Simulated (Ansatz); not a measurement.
**What strain does to ZrS₂ (P-3m1)**

ZrS₂ (P-3m1) from a database of computed structures, relaxed with r2SCAN+rVV10 in Ansatz. Space group P-3m1 (No. 164), trigonal; conventional cell a = 3.674 Å, c = 5.857 Å, 22.83 Å³ an atom. Zr is surrounded by 6 S at 2.57 Å; S is surrounded by 3 Zr at 2.57 Å.

The axes x, y and z are those of this cell:
```xyz
3
Lattice="3.6744 0.0000 0.0000 -1.8372 3.1821 0.0000 0.0000 0.0000 5.8571" Properties=species:S:1:pos:R:3 pbc="T T T"
Zr    0.0000    0.0000    0.0000
S     1.8372    1.0607    4.4149
S     0.0000    2.1214    1.4422
```

Unstrained: The PBE gap is indirect, 0.877 eV (k = (-0.089, 0.042, 0) to L), below the direct gap of 1.502 eV at Γ. r2SCAN gives an indirect gap of 1.181 eV, from k = (-0.089, 0.042, 0) to L; the least direct gap is 1.811 eV at Γ. HSE06 gives an indirect gap of 1.666 eV, from k = (-0.089, 0.042, 0) to L; the least direct gap is 2.381 eV at Γ. Meshes: PBE 12×12×4, r2SCAN 12×12×4, HSE06 6×6×4. Strains are changes of length per length. After each strain the atoms were relaxed again with r2SCAN+rVV10 within the symmetry that the strain leaves, so tilts or polar shifts that break it weren't tested; points keep the names that they have in the unstrained zone. (Simulation; spin polarisation is off.)

Changes of the least gap in eV (an overlap counts as a negative gap):

| strain | volume change (%) | space group | PBE | r2SCAN | HSE06 |
| --- | --- | --- | --- | --- | --- |
| epitaxial +2.51 % in the xy plane, free normal strain -1.25 % | +3.8 | P-3m1 | +0.110 | +0.108 | +0.128 |
| biaxial -2.92 % in x and y, z held | -5.8 | P-3m1 | -0.226 | – | -0.258 |

Epitaxial +2.51 % in the xy plane, free normal strain -1.25 %. HSE06: the gap goes from 1.666 to 1.794 eV (+0.128 eV); the edges go from (-0.089, 0.042, 0) → L to Γ–K (0.08) → L. Stress change with PBE, compression positive: xx -3.58, yy -3.58, zz -0.20 GPa.

Biaxial -2.92 % in x and y, z held. HSE06: the gap goes from 1.666 to 1.408 eV (-0.258 eV); the edges go from (-0.089, 0.042, 0) → L to Γ → L. Stress change with PBE, compression positive: xx +5.25, yy +5.25, zz +0.76 GPa.

Where an edge lies off the special points, it is a point of the mesh or the k point where a search put PBE's edge or least direct gap, reused for the other functionals, whose own edges may lie a little apart.

Coordinates of k points refer to the reciprocal vectors of the primitive cell of the runs.

The meshes of the hybrids are coarse, so their gaps aren't converged to the digits shown.
